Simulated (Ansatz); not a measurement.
Run on YN: DFT, PBE, all-electron LAPW, scalar-relativistic (Ansatz 0.2.0).

The base volume is that of a database entry, with shape and atoms relaxed on PAW files at held volume, so it needn't be at zero pressure; the structure needn't be the stable phase, at rest or compressed.

Command: `ansatz run input.yaml --threads 1 --pin off --max-ram 2048MiB --backend cpu --events-out ev --progress --plain --runs-dir out` It took 18 s on 1 thread of Arm Neoverse V1 (shared host), peak memory 0.34 GiB.

```yaml
crystal:
  lattice:
    - [0.0, 2.4483614544, 2.4483614544]
    - [2.4483614544, 0.0, 2.4483614544]
    - [2.4483614544, 2.4483614544, 0.0]
  atoms:
    - { symbol: "Y", position: [0.0, 0.0, 0.0] }
    - { symbol: "N", position: [0.5, 0.5, 0.5] }
kpoints:
  mp_grid: { grid: [13, 13, 13] }
  band_path:
    path:
      - [0.0, 0.0, 0.0]
      - [0.5, 0.0, 0.5]
      - [0.625, 0.25, 0.625]
      - [0.375, 0.375, 0.75]
      - [0.0, 0.0, 0.0]
      - [0.5, 0.5, 0.5]
      - [0.5, 0.25, 0.75]
      - [0.5, 0.0, 0.5]
    npoints: 14
scf:
  occupations: { method: fermi_dirac, width: 0.05 }
hamiltonian:
  xc: pbe
  pseudopotentials: { kind: all_electron, lapw: { basis_error: 0.001 } }
output:
  forces: true
  stress: true
  eigenvalues: true
  populations: true
```

Output:

```
Y: projections on atomic orbitals take those of the free atom 1s2 2s2 2p6 3s2 3p6 3d10 4s2 4p6 4d1 5s2, of charge +0.00 (hamiltonian.pseudopotentials.projection_atoms)
N: projections on atomic orbitals take those of the free atom 1s2 2s2 2p3, of charge +0.00 (hamiltonian.pseudopotentials.projection_atoms)
LAPW: plane waves up to 7.997 Å⁻¹, error target 1.0e-3 eV per atom; small_component_spin mean_spin; N in spheres of 1.134 Å, 7 of its electrons in bands, Dirac shells []; Y in spheres of 1.315 Å, 29 of its electrons in bands, Dirac shells [] (how accurate: hamiltonian.pseudopotentials.lapw.basis_error, Limitations)
Engine: ansatz 0.2.0
Pseudopotentials: kind: all_electron
Pseudopotential: Y, LAPW, valence charge 29, lapw/all_electron/scalar/gaussian/Y, Koelling and Harmon's equation, gaussian nucleus
Pseudopotential: N, LAPW, valence charge 7, lapw/all_electron/scalar/gaussian/N, Koelling and Harmon's equation, gaussian nucleus
Functional definition: PBE
  parameter kappa = 0.804
  parameter beta = 0.06672455060314922
  exchange = pbe_x(kappa = kappa, mu = beta*pi^2/3)
  correlation = pbe_c(beta = beta)
Crystal: 2 atoms, lattice volume = 29.353 Å³
Basis set: ecut = 243.64036373234984 eV, 259 PW (Γ), exchange–correlation at level 2
Bands: 22, of which v1, the nominal top of the filled ones, is band 18 counted from 1 (17 counted from 0)
Symmetry: 48 space group operations
Space group: Fm-3m (ITA 225), of the structure as read, at distance tolerance 3.1e-5 Å
k-points: 84 of 2197
Non-local potential: Y, projectors of the file, none
Non-local potential: N, projectors of the file, none
Initial density: superposition of atomic densities (chi_scale 0.1, normalization cell, long waves kept (reshape's long-wave potential 0.00 eV rms))
Initial wavefunctions: plane waves of lowest kinetic energy (no species holds an atomic orbital)
Functional: x = pbe(κ = 0.804, μ = 0.2195149727645171), c = pbe(β = 0.06672455060314922)
iter 1 solved again at ethr=1.45e-2 eV; its pass at ethr=1.00e-1 eV (dr2=5.20e0 eV) is discarded
SCF iter   1: F=—  HF=-93615.242886 eV  |F-HF|=—  |Δ(HF+E_count)|=         —  Δρ=1.09e-1  dr2=5.20e0  ethr=1.45e-2  ⟨swp⟩=2.0  Hψ=12295  notcnv=0
preconditioner: auto → none  [insulator: Δε(μ)=3.055 eV  Ē_g=17.707 eV  σ=0.050 eV  W_gap=1.00  n_scr=14 (ndim 8)  ℏωp=25.6 eV  f_vac=0.000  D(μ)=0.00/eV (n_scr^D=0)  ε∞_Penn≈3.1]
SCF iter   2: F=—  HF=-93614.943499 eV  |F-HF|=—  |Δ(HF+E_count)|=   2.99e-1  Δρ=8.70e-2  dr2=3.13e0  ethr=1.44e-2  ⟨swp⟩=3.0  Hψ=5520  notcnv=0
iter 3 solved again at ethr=5.66e-4 eV; its pass at ethr=8.70e-3 eV (dr2=2.04e-1 eV) is discarded
SCF iter   3: F=—  HF=-93612.889763 eV  |F-HF|=—  |Δ(HF+E_count)|=    2.05e0  Δρ=2.15e-2  dr2=2.04e-1  ethr=5.66e-4  ⟨swp⟩=2.0  Hψ=9265  notcnv=0
SCF iter   4: F=—  HF=-93613.097306 eV  |F-HF|=—  |Δ(HF+E_count)|=         —  Δρ=4.00e-2  dr2=7.39e-1  ethr=5.66e-4  ⟨swp⟩=3.0  Hψ=6214  notcnv=0
the basis was enlarged: its passes take 133.7 KiB over the memory plan, 1 of 1 planned eigensolver slots
SCF iter   5: F=—  HF=-93612.878701 eV  |F-HF|=—  |Δ(HF+E_count)|=   2.19e-1  Δρ=1.13e-2  dr2=5.92e-2  ethr=5.66e-4  ⟨swp⟩=2.0  Hψ=5559  notcnv=0
SCF iter   6: F=—  HF=-93612.860827 eV  |F-HF|=—  |Δ(HF+E_count)|=   1.79e-2  Δρ=7.35e-4  dr2=2.51e-4  ethr=1.65e-4  ⟨swp⟩=2.0  Hψ=5809  notcnv=0
SCF iter   7: F=—  HF=-93612.860692 eV  |F-HF|=—  |Δ(HF+E_count)|=   1.35e-4  Δρ=1.52e-4  dr2=1.05e-5  ethr=6.96e-7  ⟨swp⟩=2.0  Hψ=5639  notcnv=0
SCF iter   8: F=—  HF=-93612.860680 eV  |F-HF|=—  |Δ(HF+E_count)|=   1.17e-5  Δρ=1.87e-5  dr2=1.56e-7  ethr=2.92e-8  ⟨swp⟩=2.0  Hψ=5639  notcnv=0
SCF iter   9: F=-93612.860680 eV  HF=-93612.860680 eV  |F-HF|=4.51e-10  |Δ(HF+E_count)|=   4.28e-8  Δρ=6.27e-7  dr2=1.18e-10  ethr=4.33e-10  ⟨swp⟩=2.5  Hψ=5698  notcnv=0
SCF 1 converged in 9 iterations: F = -93612.860680 eV  dr2 = 1.18e-10
NSCF: frozen V_eff on 99 k-points
SCF converged after 9 iterations
Free energy (F): -93612.860680 eV
Harris-Foulkes:  -93612.860680 eV  (|F-HF|=4.51e-10)
Internal energy: -93612.860512 eV  (E = F + TS)
E sigma→0 (E₀):  -93612.860596 eV
Entropy (-TS):   -0.000168 eV (-0.084 meV/atom)
Fermi energy:    13.680279 eV
--- Per-component energies (eV) ---
  E_band       = -4334.977321
  E_kinetic    = 96489.848788
  E_xc         = -3174.221222
  E_electrostatic = -186928.488079  (all electrons and nuclei)
  E_smearing   = -0.000168  (= −TS)
  E_closure    = 0.000000  (closes the sum)
  E_atoms      = -93596.474414  (free atoms, spherical and without spin; not in F)
  Σ components = -93612.860680   (vs F -93612.860680, Δ=0.00e0)
  Basis errors (estimates in eV, not in F): energy 3.3e-4 per atom: plane waves 3.0e-4 (1.7e-4 summed), levels above the bands 3.6e-46, relativity 3.7e-8, radial functions 3.1e-5, core shells 1.5e-13; eigenvalues (radial functions only) 2.9e-6; not estimated: angular momenta, meshes, grids; target (lapw.basis_error) 1.0e-3; muffin-tin radii N 1.134 Å, Y 1.315 Å
--- Forces (eV/Å), atoms counted from 1 ---
  atom   1  Y     -0.00000000     0.00000000     0.00000000
  atom   2  N      0.00000000    -0.00000000     0.00000000
  max |Σ_I F_I| component: 6.57e-31 eV/Å
--- Stress (GPa, compression-positive) ---
        0.925144      -0.000000      -0.000000
       -0.000000       0.925144       0.000000
       -0.000000       0.000000       0.925144
  P = ⅓ Tr σ = 0.9251 GPa (9.251 kbar)
--- Band table (eV; the first three rows and the last of 84) ---
  k-point 0: bands = ["-361.2015", "-347.7083", "-265.4163", "-265.4163", "-265.4163", "-130.0311", "-130.0311", "-130.0311", "-130.0228", "-130.0228", "-27.2403", "-6.8983", "-6.8983", "-6.8983", "0.6989", "13.5741", "13.5741", "13.5741", "16.7125", "16.7125", "16.7125", "17.7074"]
  k-point 1: bands = ["-361.2015", "-347.7083", "-265.4163", "-265.4163", "-265.4163", "-130.0311", "-130.0311", "-130.0311", "-130.0228", "-130.0228", "-27.2337", "-6.9716", "-6.9031", "-6.9031", "0.8010", "13.1830", "13.3645", "13.3645", "16.7623", "16.8597", "16.8597", "18.0631"]
  k-point 2: bands = ["-361.2015", "-347.7083", "-265.4163", "-265.4163", "-265.4163", "-130.0311", "-130.0311", "-130.0311", "-130.0228", "-130.0228", "-27.2153", "-7.1669", "-6.9164", "-6.9164", "1.0788", "12.3267", "12.8806", "12.8806", "16.8769", "17.2629", "17.2629", "18.9098"]
  k-point 83: bands = ["-361.2015", "-347.7083", "-265.4163", "-265.4163", "-265.4163", "-130.0311", "-130.0311", "-130.0311", "-130.0228", "-130.0228", "-27.0866", "-7.5391", "-7.4450", "-7.2715", "1.6104", "11.3843", "11.9961", "12.0572", "17.2069", "17.9925", "20.8714", "21.3886"]
--- Löwdin populations: 2 sites ---
  site symbol       q [e]
     0      Y     38.1874
     1      N      7.7671
  spilling = 0.000988 (of n_electrons = 46.000000)
```

populations.tsv:

```
# site	symbol	l	j	q
# orbitals = lowdin
# n_electrons = 46.000000
# spilling = 0.000988
# projection_atom_Y: 1s2 2s2 2p6 3s2 3p6 3d10 4s2 4p6 4d1 5s2
# projection_atom_N: 1s2 2s2 2p3
0	Y	0_1S	-	1.999996
0	Y	0_2S	-	1.999817
0	Y	0_3S	-	1.996608
0	Y	0_4S	-	1.934758
0	Y	0_5S	-	0.400740
0	Y	1_2P	-	5.999999
0	Y	1_3P	-	5.999840
0	Y	1_4P	-	5.973918
0	Y	2_3D	-	9.999957
0	Y	2_4D	-	1.881787
1	N	0_1S	-	1.996420
1	N	0_2S	-	1.543012
1	N	1_2P	-	4.227712
```

Next run (volume at 0.85 of the series' base cell), as changes to the input before:

```diff
   lattice:
-    - [0.0, 2.4483614544, 2.4483614544]
-    - [2.4483614544, 0.0, 2.4483614544]
-    - [2.4483614544, 2.4483614544, 0.0]
+    - [0.0, 2.3192550389, 2.3192550389]
+    - [2.3192550389, 0.0, 2.3192550389]
+    - [2.3192550389, 2.3192550389, 0.0]
   atoms:
-    npoints: 14
+    npoints: 6
 scf:
```

Command: `ansatz run input.yaml --threads 1 --pin off --max-ram 2048MiB --backend cpu --events-out ev --progress --plain --runs-dir out` It took 15 s on 1 thread of Arm Neoverse V1 (shared host), peak memory 0.34 GiB.

Results part of the output:

```
SCF 1 converged in 8 iterations: F = -93612.391819 eV  dr2 = 7.65e-9
NSCF: frozen V_eff on 43 k-points
SCF converged after 8 iterations
Free energy (F): -93612.391819 eV
Harris-Foulkes:  -93612.391819 eV  (|F-HF|=5.82e-9)
Internal energy: -93612.391159 eV  (E = F + TS)
E sigma→0 (E₀):  -93612.391489 eV
Entropy (-TS):   -0.000660 eV (-0.330 meV/atom)
Fermi energy:    16.237400 eV
--- Per-component energies (eV) ---
  E_band       = -4213.084630
  E_kinetic    = 96506.346181
  E_xc         = -3177.925541
  E_electrostatic = -186940.811799  (all electrons and nuclei)
  E_smearing   = -0.000660  (= −TS)
  E_closure    = 0.000000  (closes the sum)
  E_atoms      = -93596.474414  (free atoms, spherical and without spin; not in F)
  Σ components = -93612.391819   (vs F -93612.391819, Δ=0.00e0)
  Basis errors (estimates in eV, not in F): energy 3.7e-4 per atom: plane waves 3.4e-4 (1.9e-4 summed), levels above the bands 2.7e-53, relativity 3.7e-8, radial functions 3.2e-5, core shells 1.4e-13; eigenvalues (radial functions only) 3.6e-6; not estimated: angular momenta, meshes, grids; target (lapw.basis_error) 1.0e-3; muffin-tin radii N 1.077 Å, Y 1.243 Å
--- Forces (eV/Å), atoms counted from 1 ---
  atom   1  Y     -0.00000000     0.00000000     0.00000000
  atom   2  N      0.00000000    -0.00000000    -0.00000000
  max |Σ_I F_I| component: 1.25e-30 eV/Å
--- Stress (GPa, compression-positive) ---
       38.001252       0.000000       0.000000
        0.000000      38.001252       0.000000
        0.000000       0.000000      38.001252
  P = ⅓ Tr σ = 38.0013 GPa (380.013 kbar)
--- Band table (eV; the first three rows and the last of 84) ---
  k-point 0: bands = ["-358.0653", "-343.9085", "-261.6178", "-261.6178", "-261.6178", "-126.2324", "-126.2324", "-126.2324", "-126.2241", "-126.2241", "-23.8692", "-3.3365", "-3.3365", "-3.3365", "3.0389", "16.2852", "16.2852", "16.2852", "19.6512", "19.6512", "19.6512", "22.0470"]
  k-point 1: bands = ["-358.0653", "-343.9085", "-261.6178", "-261.6178", "-261.6178", "-126.2324", "-126.2324", "-126.2324", "-126.2241", "-126.2241", "-23.8557", "-3.4801", "-3.3439", "-3.3439", "3.2054", "15.8794", "16.0227", "16.0227", "19.7168", "19.8284", "19.8284", "22.3891"]
  k-point 2: bands = ["-358.0653", "-343.9085", "-261.6178", "-261.6178", "-261.6178", "-126.2324", "-126.2324", "-126.2324", "-126.2241", "-126.2241", "-23.8182", "-3.8479", "-3.3642", "-3.3642", "3.6402", "14.9568", "15.4259", "15.4259", "19.8831", "20.3138", "20.3138", "23.2325"]
  k-point 83: bands = ["-358.0653", "-343.9085", "-261.6178", "-261.6178", "-261.6178", "-126.2324", "-126.2324", "-126.2324", "-126.2241", "-126.2241", "-23.5528", "-4.4553", "-4.2809", "-4.0176", "4.1528", "13.7849", "14.8679", "14.9165", "20.2504", "21.1911", "25.1942", "25.4806"]
--- Löwdin populations: 2 sites ---
  site symbol       q [e]
     0      Y     38.2933
     1      N      7.6718
  spilling = 0.000757 (of n_electrons = 46.000000)
```

Next run (volume at 0.8 of the series' base cell), as changes to the input before:

```diff
   lattice:
-    - [0.0, 2.3192550389, 2.3192550389]
-    - [2.3192550389, 0.0, 2.3192550389]
-    - [2.3192550389, 2.3192550389, 0.0]
+    - [0.0, 2.2728574375, 2.2728574375]
+    - [2.2728574375, 0.0, 2.2728574375]
+    - [2.2728574375, 2.2728574375, 0.0]
   atoms:
```

Results part of the output:

```
SCF 1 converged in 8 iterations: F = -93611.953939 eV  dr2 = 4.43e-9
NSCF: frozen V_eff on 43 k-points
SCF converged after 8 iterations
Free energy (F): -93611.953939 eV
Harris-Foulkes:  -93611.953939 eV  (|F-HF|=4.31e-9)
Internal energy: -93611.953032 eV  (E = F + TS)
E sigma→0 (E₀):  -93611.953485 eV
Entropy (-TS):   -0.000907 eV (-0.453 meV/atom)
Fermi energy:    17.346050 eV
--- Per-component energies (eV) ---
  E_band       = -4163.677718
  E_kinetic    = 96513.768305
  E_xc         = -3179.462554
  E_electrostatic = -186946.258782  (all electrons and nuclei)
  E_smearing   = -0.000907  (= −TS)
  E_closure    = 0.000000  (closes the sum)
  E_atoms      = -93596.474414  (free atoms, spherical and without spin; not in F)
  Σ components = -93611.953939   (vs F -93611.953939, Δ=0.00e0)
  Basis errors (estimates in eV, not in F): energy 3.8e-4 per atom: plane waves 3.5e-4 (1.9e-4 summed), levels above the bands 4.6e-56, relativity 7.4e-8, radial functions 2.9e-5, core shells 1.4e-13; eigenvalues (radial functions only) 3.8e-6; not estimated: angular momenta, meshes, grids; target (lapw.basis_error) 1.0e-3; muffin-tin radii N 1.056 Å, Y 1.217 Å
--- Forces (eV/Å), atoms counted from 1 ---
  atom   1  Y     -0.00000000     0.00000000     0.00000000
  atom   2  N      0.00000000    -0.00000000    -0.00000000
  max |Σ_I F_I| component: 3.81e-30 eV/Å
--- Stress (GPa, compression-positive) ---
       58.521067      -0.000000       0.000000
       -0.000000      58.521067       0.000000
        0.000000       0.000000      58.521067
  P = ⅓ Tr σ = 58.5211 GPa (585.211 kbar)
--- Band table (eV; the first three rows and the last of 84) ---
  k-point 0: bands = ["-356.7886", "-342.3705", "-260.0804", "-260.0804", "-260.0804", "-124.6948", "-124.6948", "-124.6948", "-124.6867", "-124.6867", "-22.5459", "-1.9012", "-1.9012", "-1.9012", "4.0440", "17.4018", "17.4018", "17.4018", "20.8368", "20.8368", "20.8368", "23.4228"]
  k-point 1: bands = ["-356.7886", "-342.3705", "-260.0804", "-260.0804", "-260.0804", "-124.6948", "-124.6948", "-124.6948", "-124.6867", "-124.6867", "-22.5286", "-2.0845", "-1.9098", "-1.9098", "4.2453", "16.9887", "17.1159", "17.1159", "20.9073", "21.0263", "21.0263", "23.8398"]
  k-point 2: bands = ["-356.7886", "-342.3705", "-260.0804", "-260.0804", "-260.0804", "-124.6948", "-124.6948", "-124.6948", "-124.6867", "-124.6867", "-22.4803", "-2.5440", "-1.9332", "-1.9332", "4.7579", "16.0411", "16.4701", "16.4701", "21.0924", "21.5452", "21.5452", "24.9038"]
  k-point 83: bands = ["-356.7886", "-342.3705", "-260.0804", "-260.0804", "-260.0804", "-124.6948", "-124.6948", "-124.6948", "-124.6867", "-124.6867", "-22.1363", "-3.2648", "-3.0477", "-2.7477", "5.2341", "14.7691", "16.1028", "16.1359", "21.4820", "22.4837", "26.9732", "27.1498"]
--- Löwdin populations: 2 sites ---
  site symbol       q [e]
     0      Y     38.3372
     1      N      7.6308
  spilling = 0.000697 (of n_electrons = 46.000000)
```

Next run (volume at 0.45 of the series' base cell), as changes to the input before:

```diff
   lattice:
-    - [0.0, 2.2728574375, 2.2728574375]
-    - [2.2728574375, 0.0, 2.2728574375]
-    - [2.2728574375, 2.2728574375, 0.0]
+    - [0.0, 1.8762024764, 1.8762024764]
+    - [1.8762024764, 0.0, 1.8762024764]
+    - [1.8762024764, 1.8762024764, 0.0]
   atoms:
```

Command: `ansatz run input.yaml --threads 1 --pin off --max-ram 2048MiB --backend cpu --events-out ev --progress --plain --runs-dir out` It took 16 s on 1 thread of Arm Neoverse V1 (shared host), peak memory 0.36 GiB.

Results part of the output:

```
SCF 1 converged in 7 iterations: F = -93596.753516 eV  dr2 = 6.31e-9
NSCF: frozen V_eff on 43 k-points
SCF converged after 7 iterations
Free energy (F): -93596.753516 eV
Harris-Foulkes:  -93596.753516 eV  (|F-HF|=6.75e-9)
Internal energy: -93596.747494 eV  (E = F + TS)
E sigma→0 (E₀):  -93596.750505 eV
Entropy (-TS):   -0.006022 eV (-3.011 meV/atom)
Fermi energy:    33.681539 eV
--- Per-component energies (eV) ---
  E_band       = -3581.947505
  E_kinetic    = 96617.181662
  E_xc         = -3198.274825
  E_electrostatic = -187015.654331  (all electrons and nuclei)
  E_smearing   = -0.006022  (= −TS)
  E_closure    = 0.000000  (closes the sum)
  E_atoms      = -93596.474414  (free atoms, spherical and without spin; not in F)
  Σ components = -93596.753516   (vs F -93596.753516, Δ=0.00e0)
  Basis errors (estimates in eV, not in F): energy 4.2e-4 per atom: plane waves 3.9e-4 (2.1e-4 summed), levels above the bands 4.6e-57, relativity 5.6e-8, radial functions 3.5e-5, core shells 1.5e-13; eigenvalues (radial functions only) 8.5e-6; not estimated: angular momenta, meshes, grids; target (lapw.basis_error) 1.0e-3; muffin-tin radii N 0.855 Å, Y 1.021 Å
--- Forces (eV/Å), atoms counted from 1 ---
  atom   1  Y     -0.00000000     0.00000000    -0.00000000
  atom   2  N      0.00000000    -0.00000000     0.00000000
  max |Σ_I F_I| component: 6.90e-30 eV/Å
--- Stress (GPa, compression-positive) ---
      588.962630      -0.000000      -0.000000
       -0.000000     588.962630       0.000000
       -0.000000       0.000000     588.962630
  P = ⅓ Tr σ = 588.9626 GPa (5889.626 kbar)
--- Band table (eV; the first three rows and the last of 84) ---
  k-point 0: bands = ["-341.6030", "-324.5725", "-242.2906", "-242.2906", "-242.2906", "-106.8955", "-106.8955", "-106.8941", "-106.8941", "-106.8941", "-9.1944", "14.8996", "14.8996", "14.8996", "19.5408", "31.7213", "31.7213", "31.7213", "35.0609", "35.0609", "35.0609", "39.8742"]
  k-point 1: bands = ["-341.6030", "-324.5725", "-242.2906", "-242.2906", "-242.2906", "-106.8955", "-106.8955", "-106.8941", "-106.8941", "-106.8941", "-9.0866", "13.9270", "14.8769", "14.8769", "20.3305", "31.0546", "31.0546", "31.2407", "35.1755", "35.3980", "35.3980", "40.7953"]
  k-point 2: bands = ["-341.6030", "-324.5725", "-242.2906", "-242.2906", "-242.2906", "-106.8955", "-106.8955", "-106.8940", "-106.8940", "-106.8940", "-8.7741", "11.9972", "14.8178", "14.8178", "21.7194", "29.6660", "29.6660", "30.1438", "35.5784", "36.3244", "36.3244", "42.9980"]
  k-point 83: bands = ["-341.6030", "-324.5725", "-242.2906", "-242.2906", "-242.2906", "-106.8956", "-106.8953", "-106.8939", "-106.8938", "-106.8934", "-5.9446", "8.7256", "9.7001", "10.2962", "20.6031", "27.3004", "33.0696", "33.6763", "36.6043", "38.0733", "47.6762", "49.2288"]
--- Löwdin populations: 2 sites ---
  site symbol       q [e]
     0      Y     38.8175
     1      N      7.1295
  spilling = 0.001152 (of n_electrons = 46.000000)
```
